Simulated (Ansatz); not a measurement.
# AlN: the cost of one run

Method: DFT PBE, scalar-relativistic, plane waves, PAW, in Ansatz 0.2.0.

**1. The system as given**

Symmetry: F-43m, No. 216, cubic system. The conventional cell has a = 4.368 Å, b = 4.368 Å, c = 4.368 Å, α = 90.00°, β = 90.00°, γ = 90.00°. Around Al (site symmetry -43m) lie 4 N at 1.89 Å. N (site symmetry -43m) has 4 Al at 1.89 Å as nearest neighbours.

As a file:

```
CELL_PARAMETERS angstrom
0.00000 6.55198 6.55198
6.55198 0.00000 6.55198
6.55198 6.55198 0.00000
ATOMIC_POSITIONS crystal
Al 0.00000 0.00000 0.00000
Al 0.00000 0.00000 0.33333
Al 0.00000 0.00000 0.66667
Al 0.00000 0.33333 0.00000
Al 0.00000 0.33333 0.33333
Al 0.00000 0.33333 0.66667
Al 0.00000 0.66667 0.00000
Al 0.00000 0.66667 0.33333
Al 0.00000 0.66667 0.66667
Al 0.33333 0.00000 0.00000
Al 0.33333 0.00000 0.33333
Al 0.33333 0.00000 0.66667
Al 0.33333 0.33333 0.00000
Al 0.33333 0.33333 0.33333
Al 0.33333 0.33333 0.66667
Al 0.33333 0.66667 0.00000
Al 0.33333 0.66667 0.33333
Al 0.33333 0.66667 0.66667
Al 0.66667 0.00000 0.00000
Al 0.66667 0.00000 0.33333
Al 0.66667 0.00000 0.66667
Al 0.66667 0.33333 0.00000
Al 0.66667 0.33333 0.33333
Al 0.66667 0.33333 0.66667
Al 0.66667 0.66667 0.00000
Al 0.66667 0.66667 0.33333
Al 0.66667 0.66667 0.66667
N 0.25000 0.25000 0.25000
N 0.25000 0.25000 0.58333
N 0.25000 0.25000 0.91667
N 0.25000 0.58333 0.25000
N 0.25000 0.58333 0.58333
N 0.25000 0.58333 0.91667
N 0.25000 0.91667 0.25000
N 0.25000 0.91667 0.58333
N 0.25000 0.91667 0.91667
N 0.58333 0.25000 0.25000
N 0.58333 0.25000 0.58333
N 0.58333 0.25000 0.91667
N 0.58333 0.58333 0.25000
N 0.58333 0.58333 0.58333
N 0.58333 0.58333 0.91667
N 0.58333 0.91667 0.25000
N 0.58333 0.91667 0.58333
N 0.58333 0.91667 0.91667
N 0.91667 0.25000 0.25000
N 0.91667 0.25000 0.58333
N 0.91667 0.25000 0.91667
N 0.91667 0.58333 0.25000
N 0.91667 0.58333 0.58333
N 0.91667 0.58333 0.91667
N 0.91667 0.91667 0.25000
N 0.91667 0.91667 0.58333
N 0.91667 0.91667 0.91667
```

The runs take a perfect supercell of 54 atoms; the defect goes to fractional position (0.250, 0.250, 0.250).

**2. The perfect supercell**

Contents of input.yaml:

```yaml
crystal:
  lattice:
    - [0.0, 6.551981, 6.551981]
    - [6.551981, 0.0, 6.551981]
    - [6.551981, 6.551981, 0.0]
  atoms:
    - { symbol: Al, position: [0.0, 0.0, 0.0] }
    - { symbol: Al, position: [0.0, 0.0, 0.333333] }
    - { symbol: Al, position: [0.0, 0.0, 0.666667] }
    - { symbol: Al, position: [0.0, 0.333333, 0.0] }
    - { symbol: Al, position: [0.0, 0.333333, 0.333333] }
    - { symbol: Al, position: [0.0, 0.333333, 0.666667] }
    - { symbol: Al, position: [0.0, 0.666667, 0.0] }
    - { symbol: Al, position: [0.0, 0.666667, 0.333333] }
    - { symbol: Al, position: [0.0, 0.666667, 0.666667] }
    - { symbol: Al, position: [0.333333, 0.0, 0.0] }
    - { symbol: Al, position: [0.333333, 0.0, 0.333333] }
    - { symbol: Al, position: [0.333333, 0.0, 0.666667] }
    - { symbol: Al, position: [0.333333, 0.333333, 0.0] }
    - { symbol: Al, position: [0.333333, 0.333333, 0.333333] }
    - { symbol: Al, position: [0.333333, 0.333333, 0.666667] }
    - { symbol: Al, position: [0.333333, 0.666667, 0.0] }
    - { symbol: Al, position: [0.333333, 0.666667, 0.333333] }
    - { symbol: Al, position: [0.333333, 0.666667, 0.666667] }
    - { symbol: Al, position: [0.666667, 0.0, 0.0] }
    - { symbol: Al, position: [0.666667, 0.0, 0.333333] }
    - { symbol: Al, position: [0.666667, 0.0, 0.666667] }
    - { symbol: Al, position: [0.666667, 0.333333, 0.0] }
    - { symbol: Al, position: [0.666667, 0.333333, 0.333333] }
    - { symbol: Al, position: [0.666667, 0.333333, 0.666667] }
    - { symbol: Al, position: [0.666667, 0.666667, 0.0] }
    - { symbol: Al, position: [0.666667, 0.666667, 0.333333] }
    - { symbol: Al, position: [0.666667, 0.666667, 0.666667] }
    - { symbol: "N", position: [0.25, 0.25, 0.25] }
    - { symbol: "N", position: [0.25, 0.25, 0.583333] }
    - { symbol: "N", position: [0.25, 0.25, 0.916667] }
    - { symbol: "N", position: [0.25, 0.583333, 0.25] }
    - { symbol: "N", position: [0.25, 0.583333, 0.583333] }
    - { symbol: "N", position: [0.25, 0.583333, 0.916667] }
    - { symbol: "N", position: [0.25, 0.916667, 0.25] }
    - { symbol: "N", position: [0.25, 0.916667, 0.583333] }
    - { symbol: "N", position: [0.25, 0.916667, 0.916667] }
    - { symbol: "N", position: [0.583333, 0.25, 0.25] }
    - { symbol: "N", position: [0.583333, 0.25, 0.583333] }
    - { symbol: "N", position: [0.583333, 0.25, 0.916667] }
    - { symbol: "N", position: [0.583333, 0.583333, 0.25] }
    - { symbol: "N", position: [0.583333, 0.583333, 0.583333] }
    - { symbol: "N", position: [0.583333, 0.583333, 0.916667] }
    - { symbol: "N", position: [0.583333, 0.916667, 0.25] }
    - { symbol: "N", position: [0.583333, 0.916667, 0.583333] }
    - { symbol: "N", position: [0.583333, 0.916667, 0.916667] }
    - { symbol: "N", position: [0.916667, 0.25, 0.25] }
    - { symbol: "N", position: [0.916667, 0.25, 0.583333] }
    - { symbol: "N", position: [0.916667, 0.25, 0.916667] }
    - { symbol: "N", position: [0.916667, 0.583333, 0.25] }
    - { symbol: "N", position: [0.916667, 0.583333, 0.583333] }
    - { symbol: "N", position: [0.916667, 0.583333, 0.916667] }
    - { symbol: "N", position: [0.916667, 0.916667, 0.25] }
    - { symbol: "N", position: [0.916667, 0.916667, 0.583333] }
    - { symbol: "N", position: [0.916667, 0.916667, 0.916667] }
basis:
  ecutwfc: 420
  fft_grid_basis: typed
kpoints:
  mp_grid: { grid: [2, 2, 2] }
hamiltonian:
  xc: pbe
  pseudopotentials: { kind: paw }
scf:
  occupations: { method: gaussian, width: 0.05 }
output:
  forces: true
  stress: false
  eigenvalues: true
  bader: false
  write_density: true
  volumetric_format: npy
```

Command:

```bash
ansatz run input.yaml --threads 4 --pin off --max-ram 10240MiB --backend cpu --events-out ev --progress --plain --runs-dir out
```

Q: Estimate wall time and peak memory on 4 threads of AMD EPYC 9R45 (Zen 5), shared host.

About 1.8 s, with a peak of 1.6 GiB.
